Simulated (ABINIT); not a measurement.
# Ge (I4/mmm) in ABINIT: notebook

Aim: see how the results for Ge move with the level of theory and the settings. Levels: PBE, PBE+D3, PBE+D3(BJ), PBE+D4. Tasks: relaxation of cell and atoms.

All numbers are computed with ABINIT 10.8.3 (patched build); they aren't measurements. Logs are shortened: lines on timing, memory, paths and dates and some standing lists are left out, and cuts for length are marked. The log counts tension as positive stress, the text compression.

**1. The crystal as given**

It takes space group I4/mmm (No. 139, tetragonal). The conventional cell has a = 3.217 Å, b = 3.217 Å, c = 3.746 Å, α = 90.00°, β = 90.00°, γ = 90.00°. Ge (site symmetry 4/mmm) has 12 Ge at 2.95 to 3.22 Å as nearest neighbours.

The cell was built by a generator and needn't be a form met in nature.

**2. Relaxation of cell and atoms, PBE**

The input, run.py:

```python
import json, os
import numpy as np
from ase.constraints import FixSymmetry
from ase.optimize import BFGS
from ase.filters import FrechetCellFilter
from ase.units import GPa
from ase.calculators.abinit import Abinit, AbinitProfile
from ase import Atoms

atoms = Atoms(['Ge'],
              cell=[[-1.60842, 1.60842, 1.87318], [1.60842, -1.60842, 1.87318], [1.60842, 1.60842, -1.87318]],
              scaled_positions=[[0.5, 0.5, 0.0]],
              pbc=True)

profile = AbinitProfile(command='abinit', pp_paths=[os.path.abspath('pseudos')])
params = dict(
    pps='pawxml', xc='PBE',
    chksymtnons=0,
    tolsym=1e-05,
    ecut=598.6505,
    pawecutdg=1197.301,
    pawxcdev=0,
    kptopt=1,
    ngkpt=[12, 12, 12],
    nshiftk=1,
    shiftk=[0.0, 0.0, 0.0],
    ixc=11,
    nband=11,
    occopt=3,
    tsmear=0.05,
    nstep=100,
    tolvrs=1e-09,
    prtwf=0,
    prtden=0,
    ecutsm=0.5,
)

atoms.calc = Abinit(profile=profile, directory='run', **params)
atoms.set_constraint(FixSymmetry(atoms, symprec=1e-4))
opt = BFGS(FrechetCellFilter(atoms), trajectory='opt.traj')
converged = opt.run(fmax=0.03, steps=30)
print('converged', converged)
print('cell (A)', np.round(atoms.cell[:], 5).tolist())
energy = atoms.get_potential_energy()
forces = atoms.get_forces()
stress = atoms.get_stress()
print(f'energy {energy:.6f} eV')
print('forces (eV/A)')
print(np.round(forces, 5))
print('stress (GPa, Voigt, tension positive)', np.round(stress / GPa, 4))
json.dump(dict(energy=energy, forces=forces.tolist(), stress=stress.tolist(), cell=atoms.cell.tolist(), frac=atoms.get_scaled_positions(wrap=False).tolist()), open('results.json', 'w'))
```

Potentials or basis: JTH PAW PBE v2.0.

Command:

```
$ python run.py
```

Log:

```text
Step          Energy          fmax
BFGS:    0    -2600.522056        0.168510
BFGS:    1    -2600.522841        0.130963
BFGS:    2    -2600.523381        0.034133
BFGS:    3    -2600.523309        0.031942
BFGS:    4    -2600.523892        0.012988
converged True
cell (A) [[-1.60845, 1.60845, 1.90306], [1.60845, -1.60845, 1.90306], [1.60845, 1.60845, -1.90306]]
energy -2600.523892 eV
forces (eV/A)
[[0. 0. 0.]]
stress (GPa, Voigt, tension positive) [ 0.1057  0.1057 -0.0489 -0.      0.     -0.    ]
```

abinit.in:

```text
chksymtnons 0
ecut 598.6505 eV
ecutsm 0.5
ixc 11
kptopt 1
natom 1
nband 11
ngkpt
12 12 12
nshiftk 1
nsppol 1
nstep 100
occopt 3
pawecutdg 1197.301 eV
pawxcdev 0
prtden 0
prtwf 0
shiftk
0.0 0.0 0.0
tolsym 1e-05
tolvrs 1e-09
tsmear 0.05 eV
#Definition of the unit cell
acell
1.00000000000000 1.00000000000000 1.00000000000000 Angstrom
rprim
-1.60845185892495 1.60845185892495 1.90306438539980
1.60845185892495 -1.60845185892495 1.90306438539980
1.60845185892495 1.60845185892495 -1.90306438539980
chkprim 0 # Allow non-primitive cells
#Definition of the atom types
ntypat 1
znucl 32
#Enumerate different atomic species
typat
 1
pseudos "./pseudos/Ge.GGA_PBE-JTH.xml"
#Definition of the atoms
xcart
0.00000000000000 0.00000000000000 3.59627048823979
chkexit 1 # abinit.exit file in the running directory terminates after the current SCF
```

abinit.abo:

```text
.Version 10.8.3 of ABINIT
 Symmetries : space group I4/m m m (#139); Bravais tI (body-center tetrag.)
================================================================================
 Values of the parameters that define the memory need of the present run
     intxc =       0    ionmov =       0      iscf =      17    lmnmax =      18
     lnmax =       6     mgfft =      24  mpssoang =       3    mqgrid =    3001
     natom =       1  nloc_mem =       2    nspden =       1   nspinor =       1
    nsppol =       1      nsym =      16    n1xccc =       1    ntypat =       1
    occopt =       3   xclevel =       2
       mpw =         676          nfft =       13824          nkpt =         163
 PAW method is used; the additional fine FFT grid is defined by:
   mgfftf=        36    nfftf =     46656
================================================================================
================================================================================

--------------------------------------------------------------------------------
------------- Echo of variables that govern the present computation ------------
--------------------------------------------------------------------------------
 -outvars: echo values of preprocessed input variables --------
            acell      1.8897261259E+00  1.8897261259E+00  1.8897261259E+00 Bohr
              amu      7.26100000E+01
          chkexit           1
          chkprim           0
      chksymtnons           0
             ecut      2.20000001E+01 Hartree
           ecutsm      5.00000000E-01 Hartree
                       outvar_i_n : Printing only first  50 k-points.
              ixc          11
                       outvar_i_n : Printing only first  50 k-points.
         kptrlatt       12    0    0      0   12    0      0    0   12
          kptrlen      6.72542880E+01
            natom           1
            nband          11
            ngfft          24      24      24
          ngfftdg          36      36      36
             nkpt         163
            nstep         100
             nsym          16
           ntypat           1
                       prtocc : prtvol=0, do not print more k-points.
           occopt           3
        pawecutdg      4.40000002E+01 Hartree
         pawxcdev           0
           prtden           0
            prtwf           0
            rprim     -1.6084518589E+00  1.6084518589E+00  1.9030643854E+00
                       1.6084518589E+00 -1.6084518589E+00  1.9030643854E+00
                       1.6084518589E+00  1.6084518589E+00 -1.9030643854E+00
          spgroup         139
           tolvrs      1.00000000E-09
           tsmear      1.83746611E-03 Hartree
            typat      1
           useylm           1
                       outvars : Printing only first  50 k-points.
           xangst     -4.6186430703E-17  7.6378749628E-18  1.9030643853E+00
            xcart     -8.7279704762E-17  1.4433491864E-17  3.5962704882E+00
             xred      4.9999999998E-01  4.9999999998E-01 -1.1983123874E-17
            znucl       32.00000

================================================================================

 chkinp: Checking input parameters for consistency.

================================================================================
== DATASET  1 ==================================================================

--- !DatasetInfo
iteration_state: {dtset: 1, }
dimensions: {natom: 1, nkpt: 163, mband: 11, nsppol: 1, nspinor: 1, nspden: 1, mpw: 676, }
cutoff_energies: {ecut:  22.0, pawecutdg:  44.0, }
electrons: {nelect:   1.40000000E+01, charge:   0.00000000E+00, occopt:   3.00000000E+00, tsmear:   1.83746611E-03, }
meta: {optdriver: 0, ionmov: 0, optcell: 0, iscf: 17, paral_kgb: 0, }
...

 Exchange-correlation functional for the present dataset will be:
  GGA: Perdew-Burke-Ernzerhof functional - ixc=11
  J.P.Perdew, K.Burke, M.Ernzerhof, PRL 77, 3865 (1996)

 Real(R)+Recip(G) space primitive vectors, cartesian coordinates (Bohr,Bohr^-1):
 R(1)= -3.0395335  3.0395335  3.5962705  G(1)=  0.0000000  0.1644989  0.1390329
 R(2)=  3.0395335 -3.0395335  3.5962705  G(2)=  0.1644989  0.0000000  0.1390329
[... 66 lines left out ...]
lattice_volume:   1.3290038E+02
convergence: {deltae:  7.304E-12, res2:  8.365E-11, residm:  2.516E-04, diffor: null, }
etotal    :  -9.55674857E+01
entropy   :   0.00000000E+00
fermie    :   3.18926226E-01
cartesian_stress_tensor: # hartree/bohr^3
- [  3.59133827E-06,   0.00000000E+00,   0.00000000E+00, ]
- [  0.00000000E+00,   3.59133827E-06,   0.00000000E+00, ]
- [  0.00000000E+00,   0.00000000E+00,  -1.66088854E-06, ]
pressure_GPa:  -5.4152E-02
xred      :
- [  5.0000E-01,   5.0000E-01,  -1.1983E-17, Ge]
cartesian_forces: # hartree/bohr
- [ -0.00000000E+00,  -0.00000000E+00,  -0.00000000E+00, ]
force_length_stats: {min:   0.00000000E+00, max:   0.00000000E+00, mean:   0.00000000E+00, }
...

 Integrated electronic density in atomic spheres:
 ------------------------------------------------
 Atom  Sphere_radius  Integrated_density
    1        2.30477         12.13103648

================================================================================

 ----iterations are completed or convergence reached----

 Mean square residual over all n,k,spin=   43.976E-08; max=  25.160E-05
 reduced coordinates (array xred) for    1 atoms
       0.499999999981      0.499999999981     -0.000000000000
 rms dE/dt=  0.0000E+00; max dE/dt=  0.0000E+00; dE/dt below (all hartree)
    1       0.000000000000      0.000000000000      0.000000000000

 cartesian coordinates (angstrom) at end:
    1     -0.00000000000000     0.00000000000000     1.90306438532844

 cartesian forces (hartree/bohr) at end:
    1     -0.00000000000000    -0.00000000000000    -0.00000000000000
 frms,max,avg= 0.0000000E+00 0.0000000E+00   0.000E+00  0.000E+00  0.000E+00 h/b

 cartesian forces (eV/Angstrom) at end:
    1     -0.00000000000000    -0.00000000000000    -0.00000000000000
 frms,max,avg= 0.0000000E+00 0.0000000E+00   0.000E+00  0.000E+00  0.000E+00 e/A
 length scales=  1.889726125908  1.889726125908  1.889726125908 bohr
              =  1.000000000000  1.000000000000  1.000000000000 angstroms
 Fermi (or HOMO) energy (hartree) =   0.31893   Average Vxc (hartree)=  -0.37960
 Eigenvalues (hartree) for nkpt= 163  k points:
 kpt#   1, nband= 11, wtk=  0.00058, kpt=  0.0000  0.0000  0.0000 (reduced coord)
  -0.59231   -0.59231   -0.59156   -0.59060   -0.58926   -0.15530    0.62612    0.63632
   0.63632    0.82120    0.82120
      occupation numbers for kpt#   1
   2.00000    2.00000    2.00000    2.00000    2.00000    2.00000    0.00000    0.00000
   0.00000    0.00000    0.00000
 prteigrs : prtvol=0 or 1, do not print more k-points.

--- !EnergyTerms
iteration_state     : {dtset: 1, }
comment             : Components of total free energy in Hartree
kinetic             :  6.44214992293583E+00
hartree             :  1.73838063209851E+01
xc                  : -2.28814203850949E+00
Ewald energy        : -5.54603237090235E+01
psp_core            :  2.13455913159803E+00
local_psp           : -6.15524676558652E+01
PAW spherical_terms : -2.22693911567265E+00
internal            : -9.55673571435519E+01
'-kT*entropy'       : -1.33206222939801E-04
total_energy        : -9.55674903497748E+01
total_energy_eV     : -2.60052389246679E+03
...

--- !EnergyTermsDC
iteration_state     : {dtset: 1, }
comment             : '"Double-counting" decomposition of free energy'
band_energy         : -5.41401976910651E+00
Ewald energy        : -5.54603237090235E+01
psp_core            :  2.13455913159803E+00
xc_dc               : -1.67902230044418E+01
PAW spherical_terms : -2.00373451025365E+01
internal            : -9.55673524535103E+01
'-kT*entropy'       : -1.33206222939801E-04
total_energy_dc     : -9.55674856597333E+01
total_energy_dc_eV  : -2.60052376484425E+03
...

--- !EnergyTermsWithPAWCore
iteration_state     : {dtset: 1, }
comment             : 'Components of total free energy, including PAW core contributions'
Total energy        : -2.09898573444083E+03
Total energy DC     : -2.09898572975079E+03
Total energy (eV)   : -5.71163115446736E+04
Total energy DC (eV): -5.71163114170510E+04
...

 Cartesian components of stress tensor (hartree/bohr^3)
  sigma(1 1)=  3.59133827E-06  sigma(3 2)=  0.00000000E+00
  sigma(2 2)=  3.59133827E-06  sigma(3 1)=  0.00000000E+00
  sigma(3 3)= -1.66088854E-06  sigma(2 1)=  0.00000000E+00

-Cartesian components of stress tensor (GPa)         [Pressure= -5.4152E-02 GPa]
- sigma(1 1)=  1.05660820E-01  sigma(3 2)=  0.00000000E+00
- sigma(2 2)=  1.05660820E-01  sigma(3 1)=  0.00000000E+00
- sigma(3 3)= -4.88650279E-02  sigma(2 1)=  0.00000000E+00

== END DATASET(S) ==============================================================
================================================================================

 -outvars: echo values of variables after computation  --------
            acell      1.8897261259E+00  1.8897261259E+00  1.8897261259E+00 Bohr
           etotal     -9.5567485660E+01
            fcart     -0.0000000000E+00 -0.0000000000E+00 -0.0000000000E+00
            rprim     -1.6084518589E+00  1.6084518589E+00  1.9030643854E+00
                       1.6084518589E+00 -1.6084518589E+00  1.9030643854E+00
                       1.6084518589E+00  1.6084518589E+00 -1.9030643854E+00
           strten      3.5913382711E-06  3.5913382711E-06 -1.6608885409E-06
                       0.0000000000E+00  0.0000000000E+00  0.0000000000E+00
           xangst     -4.6186430703E-17  7.6378749628E-18  1.9030643853E+00
             xred      4.9999999998E-01  4.9999999998E-01 -1.1983123874E-17
 Calculation completed.
```

Wall time 3.1 min (1 thread of Arm Neoverse V1, shared host); peak memory 0.13 GiB.

What came out:

```yaml
Free_energy: -2600.5238 eV
Relaxed_volume: 19.69 Å³/atom
Relaxed_cell: a = 2.966 Å, b = 2.966 Å, c = 2.966 Å, α = 114.31°, β = 114.31°, γ = 100.17°
Space_group_after_relaxing_to_0.05_Å: I4/mmm (No. 139)
Energy_gained_by_relaxing: 1.8 meV/atom
Ionic_steps: 5
Pressure_after_relaxing: -0.1 GPa
Band_gap_on_the_k_mesh: none (metal or under the smearing width)
Valence_electrons_inside_the_program's_atomic_spheres: Ge 12.13 (radii [1.2196] Å)
```

The path:
```
step  energy change (eV)  largest force (eV/Å)  pressure (GPa)  volume (Å³)
   1              0.0000                0.0000            0.95        19.38
   2             -0.0008                0.0000            0.64        19.48
   3             -0.0013                0.0000           -0.10        19.71
   4             -0.0013                0.0000           -0.10        19.71
   5             -0.0018                0.0000           -0.05        19.69
```

Final structure:
```yaml
crystal:
  lattice:
    - [-1.60845, 1.60845, 1.90306]
    - [1.60845, -1.60845, 1.90306]
    - [1.60845, 1.60845, -1.90306]
  atoms:
    - { symbol: Ge, position: [0.50000, 0.50000, 0.00000] }
```

Caveat: the log and the count of SCF iterations are those of the last ABINIT call alone.

**3. Relaxation of cell and atoms, PBE+D3**

run.py: that of step 2 with these lines changed.

```diff
@@ -6,2 +6,4 @@
 from ase.units import GPa
+from ase.calculators.mixing import SumCalculator
+from dftd3.ase import DFTD3
 from ase.calculators.abinit import Abinit, AbinitProfile
@@ -37,3 +39,3 @@
 
-atoms.calc = Abinit(profile=profile, directory='run', **params)
+atoms.calc = SumCalculator([Abinit(profile=profile, directory='run', **params), DFTD3(method='pbe', damping='d3zero')])
 atoms.set_constraint(FixSymmetry(atoms, symprec=1e-4))
```

Potentials or basis: JTH PAW PBE v2.0.

Command:

```
$ python run.py
```

Run time: 3.9 min. Hardware: 1 thread of Arm Neoverse V1, shared host; peak memory 0.13 GiB.

It converged, with:

```
Free energy                                           : -2600.6990 eV
Relaxed volume                                        : 19.05 Å³/atom
Relaxed cell                                          : a = 2.948 Å, b = 2.948 Å, c = 2.948 Å, α = 116.03°, β = 116.03°, γ = 97.03°
Space group after relaxing (to 0.05 Å)                : I4/mmm (No. 139)
Energy gained by relaxing                             : 2.6 meV/atom
Ionic steps                                           : 7
Pressure after relaxing                               : 0.1 GPa
Band gap on the k mesh                                : none (metal or under the smearing width)
Valence electrons inside the program's atomic spheres : Ge 12.15 (radii [1.2196] Å)
Dispersion energy per atom                            : -0.178 eV
```

Stress tensor (GPa, compression positive):
```
 0.14  0.00  0.00
 0.00  0.14  0.00
 0.00  0.00 -0.07
```

Step by step:
```tsv
step	energy change (eV)	largest force (eV/Å)	pressure (GPa)	volume (Å³)
1	0.0000	0.0000	-0.83	19.38
2	0.0006	0.0000	-0.57	19.30
3	-0.0014	0.0000	0.11	19.09
4	-0.0014	0.0000	0.15	19.09
5	-0.0025	0.0000	0.25	19.04
6	-0.0018	0.0000	0.16	19.00
7	-0.0026	0.0000	0.07	19.05
```

Final structure:
```cif
data_structure
_symmetry_space_group_name_H-M 'P 1'
_symmetry_Int_Tables_number 1
_cell_length_a 2.9482
_cell_length_b 2.9482
_cell_length_c 2.9482
_cell_angle_alpha 116.026
_cell_angle_beta 116.026
_cell_angle_gamma 97.034
_cell_volume 19.05
loop_
_atom_site_label
_atom_site_type_symbol
_atom_site_fract_x
_atom_site_fract_y
_atom_site_fract_z
_atom_site_occupancy
Ge1 Ge 0.50000 0.50000 0.00000 1
```

Levels at points of the mesh, in eV from the Fermi level:
| k point | band 5 | band 6 | band 7 | band 8 | band 9 | band 10 |
| --- | --- | --- | --- | --- | --- | --- |
| (0.00, 0.00, 0.00) | -24.75 | -13.20 | 8.67 | 8.88 | 8.88 | 13.77 |
| (0.50, 0.00, 0.00) | -24.71 | -7.92 | -5.56 | 5.64 | 7.44 | 10.96 |
| (0.50, 0.50, 0.00) | -24.70 | -6.37 | -4.75 | 2.80 | 3.80 | 7.17 |
| (0.50, 0.50, 0.50) | -24.71 | -4.26 | -3.30 | 1.32 | 1.32 | 4.99 |

Caveat: the log and the count of SCF iterations are those of the last ABINIT call alone; pairwise dispersion overbinds metals, which lowers pressure and volume.

(Continued in part 2 of 2.)
